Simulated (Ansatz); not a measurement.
Predict the output of the script below (the Python package of Ansatz (0.2.0)).

The script, `ba.py`:
```python
"""D3 and D4 corrections for Ba against volume."""

import ansatz as az
import numpy as np

vectors0 = np.array([
    [6.996067, 0.0, 0.0],
    [-3.498034, 6.058772, 0.0],
    [0.0, 0.0, 3.909394],
])
sites = [
    ("Ba", (1 / 3, 2 / 3, 0.5)),
    ("Ba", (2 / 3, 1 / 3, 0.5)),
]


def on_lattice(cell):
    crystal = az.Crystal(lattice=az.Lattice.of(cell))
    for symbol, position in sites:
        crystal = crystal.atom(symbol, position)
    return crystal

atoms = [(site[0], site[1]) for site in sites]
print("dispersion energy and pressure at linear scale factors", (0.97, 1.0, 1.03, 1.06))
for functional in (az.Functional.PBESOL, az.Functional.HSE06):
    for method in ("d3bj", "d4"):
        damping = az.dispersion_damping(method=method, xc=functional)
        line = []
        for scale in (0.97, 1.0, 1.03, 1.06):
            term = az.pairwise_dispersion(vectors=(vectors0 * scale).tolist(), atoms=atoms, damping=damping, periodic=(True, True, True))
            line.append(f"{term.energy_ev / len(atoms):.4f} eV/atom, {np.trace(term.stress_gpa) / 3:.2f} GPa")
        print(functional.value, method, "|", " | ".join(line))
print("charges of the D4 model in the last cell:", np.round(term.partial_charges_e, 3))
```

```console
$ python ba.py
dispersion energy and pressure at linear scale factors (0.97, 1.0, 1.03, 1.06)
pbesol d3bj | -0.2094 eV/atom, -0.48 GPa | -0.1896 eV/atom, -0.40 GPa | -0.1720 eV/atom, -0.33 GPa | -0.1565 eV/atom, -0.28 GPa
pbesol d4 | -0.0780 eV/atom, -0.17 GPa | -0.0708 eV/atom, -0.15 GPa | -0.0644 eV/atom, -0.12 GPa | -0.0587 eV/atom, -0.10 GPa
hse06 d3bj | -0.2911 eV/atom, -0.68 GPa | -0.2634 eV/atom, -0.56 GPa | -0.2392 eV/atom, -0.46 GPa | -0.2179 eV/atom, -0.38 GPa
hse06 d4 | -0.1286 eV/atom, -0.29 GPa | -0.1167 eV/atom, -0.24 GPa | -0.1061 eV/atom, -0.20 GPa | -0.0968 eV/atom, -0.17 GPa
charges of the D4 model in the last cell: [0. 0.]
```

The structure comes from a database and needn't be a stable phase.
